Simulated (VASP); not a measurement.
# Os (P6_3/mmc) in VASP: a series of runs

The runs below take Os through single point, relaxation of cell and atoms, with PBE, PBEsol+D4, PBEsol+rVV10, BLYP.

Everything below comes from runs of VASP 6.6.1. Logs are shortened: lines on timing, memory, paths and dates and some standing lists are left out, and cuts for length are marked.

## 1. The structure

Symmetry: P6_3/mmc, No. 194, hexagonal system. Conventional cell: a = 2.734 Å, b = 2.734 Å, c = 4.320 Å, α = 90.00°, β = 90.00°, γ = 120.00°. Os (site symmetry -6m2) is surrounded by 12 Os at 2.68 to 2.73 Å.

## 2. Single point, PBE

Input file INCAR:

```
SYSTEM = Os
PREC = Accurate ; ENCUT = 520
EDIFF = 1E-7 ; ISMEAR = 0
SIGMA = 0.026000000000000002 ; LREAL = .False.
LASPH = .True. ; NELM = 60
ALGO = Normal ; ISIF = 2
LWAVE = .False. ; LCHARG = .True.
GGA = PE ; LELF = .True.
LVHAR = .True. ; NBANDS = 15
```

Input file KPOINTS:

```
regular mesh
0
Gamma
  11 11 6
  0 0 0
```

Input file POSCAR:

```
Os
1.0
    2.7341000000      0.0000000000      0.0000000000
   -1.3670500000      2.3678000565      0.0000000000
    0.0000000000      0.0000000000      4.3197000000
Os
2
Direct
    0.6666666667      0.3333333333      0.7500000000
    0.3333333333      0.6666666667      0.2500000000
```

Potentials or basis: VASP PAW PBE potentials, release 64 (Os).

The run is started by

```sh
> cat potpaw_PBE.64/Os/POTCAR > POTCAR
> mpirun -np 1 vasp_std > vasp.out
```

OUTCAR:

```text
SYSTEM = Os
   PREC = Accurate
   ENCUT = 520
   EDIFF = 1E-7
   ISMEAR = 0
   LREAL = .False.
   LASPH = .True.
   NELM = 60
   ISIF = 2
   GGA = PE

 ion  position               nearest neighbor table
   1  0.667  0.333  0.750-   2 2.68   2 2.68   2 2.68   2 2.68   2 2.68   2 2.68
   2  0.333  0.667  0.250-   1 2.68   1 2.68   1 2.68   1 2.68   1 2.68   1 2.68

  LATTYP: Found a hexagonal cell.
 ALAT       =     2.7341000000
 C/A-ratio  =     1.5799348963

  Lattice vectors:

 A1 = (   2.7341000000,   0.0000000000,   0.0000000000)
 A2 = (  -1.3670500000,   2.3678000565,   0.0000000000)
 A3 = (   0.0000000000,   0.0000000000,   4.3197000000)

Analysis of symmetry for initial positions (statically):
=====================================================================
 Subroutine PRICEL returns:
 Original cell was already a primitive cell.

 Routine SETGRP: Setting up the symmetry group for a
 hexagonal supercell.

 Subroutine GETGRP returns: Found 24 space group operations
 (whereof 12 operations were pure point group operations)
 out of a pool of 24 trial point group operations.

The static configuration has the point symmetry D_3d.
 The point group associated with its full space group is D_6h.

Analysis of symmetry for dynamics (positions and initial velocities):
=====================================================================
 Subroutine PRICEL returns:
 Original cell was already a primitive cell.

 Routine SETGRP: Setting up the symmetry group for a
 hexagonal supercell.

 Subroutine GETGRP returns: Found 24 space group operations
 (whereof 12 operations were pure point group operations)
 out of a pool of 24 trial point group operations.

The dynamic configuration has the point symmetry D_3d.
 The point group associated with its full space group is D_6h.

 Subroutine INISYM returns: Found 24 space group operations
 (whereof 12 operations are pure point group operations),
 and found     1 'primitive' translations

----------------------------------------------------------------------------------------

                                     Primitive cell

  volume of cell :      27.9649

  direct lattice vectors                    reciprocal lattice vectors
     2.734100000  0.000000000  0.000000000     0.365751070  0.211166479  0.000000000
    -1.367050000  2.367800057  0.000000000     0.000000000  0.422332957  0.000000000
     0.000000000  0.000000000  4.319700000     0.000000000  0.000000000  0.231497558

  length of vectors
     2.734100000  2.734100000  4.319700000     0.422332957  0.422332957  0.231497558

  position of ions in fractional coordinates (direct lattice)
     0.666666667  0.333333333  0.750000000
     0.333333333  0.666666667  0.250000000

  ion indices of the primitive-cell ions
   primitive index   ion index
                 1           1
                 2           2

----------------------------------------------------------------------------------------

 KPOINTS: regular mesh

Automatic generation of k-mesh.
 Grid dimensions read from file:
 generate k-points for:   11   11    6

 Generating k-lattice:

  Cartesian coordinates                     Fractional coordinates (reciprocal lattice)
     0.033250097  0.019196953  0.000000000     0.090909091 -0.000000000  0.000000000
     0.000000000  0.038393905  0.000000000     0.000000000  0.090909091  0.000000000
     0.000000000  0.000000000  0.038582926     0.000000000  0.000000000  0.166666667

  Length of vectors
     0.038393905  0.038393905  0.038582926

  Shift w.r.t. Gamma in fractional coordinates (k-lattice)
     0.000000000  0.000000000  0.000000000

 Subroutine IBZKPT returns following result:
 ===========================================

 Found     64 irreducible k-points:

 Following reciprocal coordinates:
            Coordinates               Weight
  0.000000  0.000000  0.000000      1.000000
  0.090909  0.000000  0.000000      6.000000
  0.181818  0.000000  0.000000      6.000000
  0.272727 -0.000000  0.000000      6.000000
  0.363636 -0.000000  0.000000      6.000000
  0.454545  0.000000  0.000000      6.000000
[... 42 lines left out ...]
  0.000000  0.000000  0.500000      1.000000
  0.090909  0.000000  0.500000      6.000000
 [... further k-points ...]
   k-points           NKPTS =     64   k-points in BZ     NKDIM =     64   number of bands    NBANDS=     15
   number of dos      NEDOS =    301   number of ions     NIONS =      2
   total plane-waves  NPLWV =  12800
   dimension x,y,z NGX =    20 NGY =   20 NGZ =   32
   dimension x,y,z NGXF=    40 NGYF=   40 NGZF=   64
   ions per type =               2
   NGX,Y,Z   is equivalent  to a cutoff of  12.16, 12.16, 12.32 a.u.
   NGXF,Y,Z  is equivalent  to a cutoff of  24.32, 24.32, 24.63 a.u.
 SYSTEM =  Os
   PREC   = accura    normal or accurate (medium, high low for compatibility)
   ISTART =      0    job   : 0-new  1-cont  2-samecut
   ICHARG =      2    charge: 1-file 2-atom 10-const
   ISPIN  =      1    spin polarized calculation?
   LNONCOLLINEAR =      F non collinear calculations
   LSORBIT =      F    spin-orbit coupling
   LASPH  =      T    aspherical Exc in radial PAW
   ENCUT  =  520.0 eV  38.22 Ry    6.18 a.u.   5.08  5.08  8.03*2*pi/ulx,y,z
   NELM   =     60;   NELMIN=  2; NELMDL= -5     # of ELM steps
   EDIFF  = 0.1E-06   stopping-criterion for ELM
   LREAL  =      F    real-space projection
   EDIFFG = 0.1E-05   stopping-criterion for IOM
   NSW    =      0    number of steps for IOM
   IBRION =     -1    ionic relax: 0-MD 1-quasi-New 2-CG
   NFREE  =      0    steps in history (QN), initial steepest desc. (CG)
   ISIF   =      2    stress and relaxation
   ISYM   =      2    0-nonsym 1-usesym 2-fastsym
   POTIM  = 0.5000    time-step for ionic-motion
   TEBEG  =    0.0;   TEEND  =   0.0 temperature during run
   PSTRESS=    0.0 pullay stress
   NELECT =      16.0000    total number of electrons
   NUPDOWN=      -1.0000    fix difference up-down
   EMIN   =  10.00;   EMAX   =-10.00  energy-range for DOS
   EFERMI =   0.00;   METHOD = LEGACY
   ISMEAR =     0;   SIGMA  =   0.03  broadening in eV -4-tet -1-fermi 0-gaus
   EFERMI_NEDOS =   21; number of points for ismear=-14 and -15
   IALGO  =     38    algorithm
   IMIX   =      4    mixing-type and parameters
     AMIX     =   0.40;   BMIX     =  1.00
     AMIX_MAG =   1.60;   BMIX_MAG =  1.00
  volume/ion in A,a.u.               =      13.98        94.36
  Fermi-wavevector in a.u.,A,eV,Ry     =   1.359076  2.568282 25.131161  1.847088
  Thomas-Fermi vector in A             =   2.485855
   LORBIT       =      0    0 simple, 1 ext, 2 COOP (PROOUT), +10 PAW based schemes
   GGA     = PE    functional components
   LHFCALC =     F    Hartree Fock is set to
   AEXX    =    0.0000 exact exchange contribution
   IVDW    =     0    specifies the selected vdW correction
   LEPSILON=     F    determine dielectric tensor
   LRPA    =     F    only Hartree local field effects (RPA)
 non-spin polarized calculation
 Gauss-broadening in eV      SIGMA  =   0.03
  energy-cutoff  :      520.00
  volume of cell :       27.96
 maximum number of plane-waves:       768
   NGX = 11   NGY = 11   NGZ = 17

 number of electron      15.9999998 magnetization

 Free energy of the ion-electron system (eV)
  ---------------------------------------------------
  ext. energy  EPLUGINS =         0.00000000
  ---------------------------------------------------
  free energy    TOTEN  =       -22.46810320 eV

  energy without entropy =      -22.46762721  energy(sigma->0) =      -22.46786521

 E-fermi :   9.4130     XC(G=0): -14.0601

 val. band max:        9.4069893381   @ k =   0.0909   0.0000   0.3333
 cond. band min:       9.4908386001   @ k =   0.3636   0.0909   0.3333
 fundamental gap:      0.0838492621
 Fermi energy:         9.4129626143

 k-point     1 :       0.0000    0.0000    0.0000
  band No.  band energies     occupation
      1      -1.4737      2.00000
      2       1.6789      2.00000
      3       6.4220      2.00000
      4       6.4220      2.00000
      5       6.6709      2.00000
      6       7.2648      2.00000
      7       7.2648      2.00000
      8       7.9108      2.00000
      9       7.9108      2.00000
     10       9.4970      0.00000
     11      11.1642      0.00000
     12      11.1642      0.00000
     13      18.5534      0.00000
     14      23.5114      0.00000
     15      26.2261      0.00000

 k-point     2 :       0.0909    0.0000    0.0000
  band No.  band energies     occupation
      1      -1.1414      2.00000
      2       1.9710      2.00000
      3       5.8674      2.00000
      4       6.7163      2.00000
      5       7.0320      2.00000
      6       7.1880      2.00000
      7       7.4346      2.00000
      8       7.5394      2.00000
      9       7.6807      2.00000
     10       8.4353      2.00000
     11      11.3222      0.00000
     12      12.7926      0.00000
     13      18.5221      0.00000
     14      24.1864      0.00000
     15      26.6476      0.00000

 k-point     3 :       0.1818    0.0000    0.0000
  band No.  band energies     occupation
      1      -0.2231      2.00000
      2       2.6546      2.00000
      3       5.2213      2.00000
      4       5.9627      2.00000
      5       6.6148      2.00000
      6       7.1621      2.00000
      7       7.5676      2.00000
      8       7.8366      2.00000
      9       7.9277      2.00000
     10       8.3267      2.00000
     11      11.6432      0.00000
     12      15.1812      0.00000
     13      18.3393      0.00000
     14      25.2473      0.00000
     15      26.8626      0.00000

 k-point     4 :       0.2727   -0.0000    0.0000
  band No.  band energies     occupation
      1       1.0007      2.00000
      2       2.9582      2.00000
      3       4.5737      2.00000
      4       5.1754      2.00000
      5       6.4744      2.00000
      6       6.6104      2.00000
      7       7.4198      2.00000
      8       8.8648      2.00000
      9       9.0636      2.00000
     10       9.5069      0.00000
     11      11.9279      0.00000
     12      17.5996      0.00000
     13      18.0199      0.00000
     14      22.7862      0.00000
     15      25.2914      0.00000
[... 595 lines left out ...]
 k-point    38 :       0.4545    0.0000    0.3333
  band No.  band energies     occupation
      1       1.7161      2.00000
      2       2.5271      2.00000
      3       3.9277      2.00000
      4       4.5182      2.00000
      5       7.0159      2.00000
      6       7.7627      2.00000
      7       9.7907      0.00000
      8       9.8778      0.00000
      9      11.5965      0.00000
     10      11.9065      0.00000
     11      11.9298      0.00000
     12      14.0977      0.00000
     13      18.4466      0.00000
     14      19.7824      0.00000
     15      24.5264      0.00000

 k-point    39 :       0.0909    0.0909    0.3333
  band No.  band energies     occupation
      1       0.6526      2.00000
      2       2.5637      2.00000
      3       4.9244      2.00000
      4       5.4651      2.00000
      5       5.8798      2.00000
      6       6.7123      2.00000
      7       7.0174      2.00000
      8       7.2976      2.00000
      9       9.2313      2.00000
     10       9.5327      0.00000
     11      11.0640      0.00000
     12      12.0919      0.00000
     13      22.6909      0.00000
     14      24.4069      0.00000
     15      26.1550      0.00000

 k-point    40 :       0.1818    0.0909    0.3333
  band No.  band energies     occupation
      1       1.4920      2.00000
      2       3.3740      2.00000
      3       4.1442      2.00000
      4       5.1050      2.00000
      5       5.7245      2.00000
      6       6.7409      2.00000
      7       7.1370      2.00000
      8       8.1018      2.00000
      9       9.5746      0.00000
     10       9.9201      0.00000
     11      11.1254      0.00000
     12      13.0128      0.00000
     13      22.1189      0.00000
     14      25.2400      0.00000
     15      26.3939      0.00000

 [... further k-points ...]

------------------------ aborting loop because EDIFF is reached ----------------------------------------

  FORCE on cell =-STRESS in cart. coord.  units (eV):
  Direction    XX          YY          ZZ          XY          YZ          ZX
  --------------------------------------------------------------------------------------
  -------------------------------------------------------------------------------------
  Total        1.5182184      1.5182184      1.5686543      0.0000000      0.0000000     -0.0000000
  in kB       86.9824898     86.9824898     89.8720880      0.0000000      0.0000000     -0.0000000
  external PRESSURE =      87.9456892 kB  Pullay stress =       0.0000000 kB

 VOLUME and BASIS-vectors are now :
 -----------------------------------------------------------------------------
  energy-cutoff  :      520.00
  volume of cell :       27.96
      direct lattice vectors                 reciprocal lattice vectors
     2.734100000  0.000000000  0.000000000     0.365751070  0.211166479  0.000000000
    -1.367050000  2.367800057  0.000000000     0.000000000  0.422332957  0.000000000
     0.000000000  0.000000000  4.319700000     0.000000000  0.000000000  0.231497558

 POSITION                                       TOTAL-FORCE (eV/Angst)
 -----------------------------------------------------------------------------------
      1.36705      0.78927      3.23977         0.000000      0.000000      0.000000
     -0.00000      1.57853      1.07993        -0.000000      0.000000      0.000000
 -----------------------------------------------------------------------------------
    total drift:                               -0.000000      0.000000     -0.000000

  FREE ENERGIE OF THE ION-ELECTRON SYSTEM (eV)
  ---------------------------------------------------
  free  energy   TOTEN  =       -22.4681031962 eV

  energy  without entropy=      -22.4676272149  energy(sigma->0) =      -22.46786521
```

Wall time 14 s (1 thread of AMD EPYC 9R45 (Zen 5), shared host); peak memory 0.12 GiB.

What came out:

* Free energy: -22.4681 eV
* Pressure: 8.8 GPa
* Band gap on the k mesh: none (metal or under the smearing width)

Spin-orbit coupling is left out, which matters for the levels of Os.

(Part 1 of 2 ends here.)
